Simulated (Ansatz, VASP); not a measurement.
GaSb in VASP and in Ansatz

```xyz
2
Lattice="0.0000 3.0349 3.0349 3.0349 0.0000 3.0349 3.0349 3.0349 0.0000" Properties=species:S:1:pos:R:3 pbc="T T T"
Ga    0.0000    0.0000    0.0000
Sb    1.5175    1.5175    1.5175
```

Alike in both runs: task single point; functional r2SCAN; k mesh 6 × 6 × 6; occupations fermi-dirac, width 0.02 eV; no spin polarisation.

|  | VASP | Ansatz |
| --- | --- | --- |
| version | VASP 6.6.1 | Ansatz 0.2.0 |
| potentials or method | VASP PAW PBE potentials, release 64 (Ga_d, Sb) | plane waves, PAW |
| plane-wave cutoff (eV) | 520 | 500 |
| valence electrons in the cell | 18 | 28 |

```csv
,VASP,Ansatz,Ansatz less VASP
pressure (GPa),1.9,1.7,-0.14
```

The two sets of potentials don't hold the same shells in valence.

Caveats: the PAW data sets were made with another functional, which shifts forces and pressure a little (VASP); spin-orbit coupling is left out, which moves the levels of the heavy elements. A k mesh can miss the band edges. r2SCAN opens gaps a little over a GGA but as a rule still falls short of measured ones.
